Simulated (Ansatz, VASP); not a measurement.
**AlN: VASP beside Ansatz**

Contents of INCAR:

```
SYSTEM = AlN
PREC = Accurate ; ENCUT = 520
EDIFF = 1E-7 ; ISMEAR = 0
SIGMA = 0.05 ; LREAL = .False.
LASPH = .True. ; NELM = 80
ALGO = Normal ; ISIF = 2
LWAVE = .False. ; LCHARG = .False.
GGA = PS ; NBANDS = 11
```

KPOINTS

```
regular mesh
0
Gamma
  10 10 10
  0 0 0
```

Contents of POSCAR:

```
AlN
1.0
    0.1630184772      2.0704109564      2.0704109564
    2.0704109564      0.1630184772      2.0704109564
    2.0704109564      2.0704109564      0.1630184772
Al N
1 1
Direct
    0.5000000000      0.5000000000      0.5000000000
    0.0000000000      0.0000000000      0.0000000000
```

Input for Ansatz:

```yaml
crystal:
  lattice:
    - [0.1630184772, 2.0704109564, 2.0704109564]
    - [2.0704109564, 0.1630184772, 2.0704109564]
    - [2.0704109564, 2.0704109564, 0.1630184772]
  atoms:
    - { symbol: Al, position: [0.5, 0.5, 0.5] }
    - { symbol: "N", position: [0.0, 0.0, 0.0] }
basis:
  ecutwfc: 520.0
kpoints:
  mp_grid: { grid: [10, 10, 10] }
hamiltonian:
  xc: pbesol
  pseudopotentials: { kind: paw, azcp: { folder: soft_1 } }
scf:
  occupations: { method: gaussian, width: 0.05 }
output:
  forces: true
  stress: true
  eigenvalues: true
```

Alike in both runs: task single point; functional PBEsol; k mesh 10 × 10 × 10; occupations gaussian, width 0.05 eV; no spin polarisation.

|  | VASP | Ansatz |
| --- | --- | --- |
| version | VASP 6.6.1 | Ansatz 0.2.0 |
| potentials or method | VASP PAW PBE potentials, release 64 (Al, N) | scalar-relativistic, plane waves, PAW |
| plane-wave cutoff (eV) | 520 | 520 |
| valence electrons in the cell | 8 | 8 |

|  | VASP | Ansatz | Ansatz less VASP |
| --- | --- | --- | --- |
| gap on the k mesh at the Fermi level (eV) | 3.03 | 3.04 | +0.001 |
| least direct gap on the mesh (eV) | 4.60 | 4.58 | -0.019 |
| pressure (GPa) | 17.5 | 17.4 | -0.13 |
| largest component of the traceless stress (GPa) | 30.38 | 30.35 | -0.025 |

Ansatz warned: «pseudo_functional_mismatch».

Caveats: so large a pressure means that the cell lies far from this level's equilibrium, or that cutoff or potentials fall short (VASP); the potentials were made for another functional, which shifts forces and pressure (VASP). A k mesh can miss the band edges.
